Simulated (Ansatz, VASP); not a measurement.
**LiBr in VASP and in Ansatz**

```
Br Li
1.0
     0.00000    2.75065    2.75065
     2.75065    0.00000    2.75065
     2.75065    2.75065    0.00000
Br Li
1 1
Direct
  0.50000 0.50000 0.50000
  0.00000 0.00000 0.00000
```

Alike in both runs: task single point; functional PBEsol; k mesh 8 × 8 × 8; occupations fermi-dirac, width 0.05 eV; no spin polarisation.

|  | VASP | Ansatz |
| --- | --- | --- |
| version | VASP 6.6.1 | Ansatz 0.2.0 |
| potentials or method | VASP PAW PBE potentials, release 64 (Br, Li_sv) | Ansatz PAW |
| plane-wave cutoff (eV) | 520 | 420 |
| valence electrons in the cell | 10 | 10 |

```csv
,VASP,Ansatz,Ansatz less VASP
gap on the k mesh at the Fermi level (eV),4.77,4.77,-0.009
least direct gap on the mesh (eV),4.77,4.77,-0.009
```

 PBEsol gaps usually lie below the measured ones, often by a third to a half.
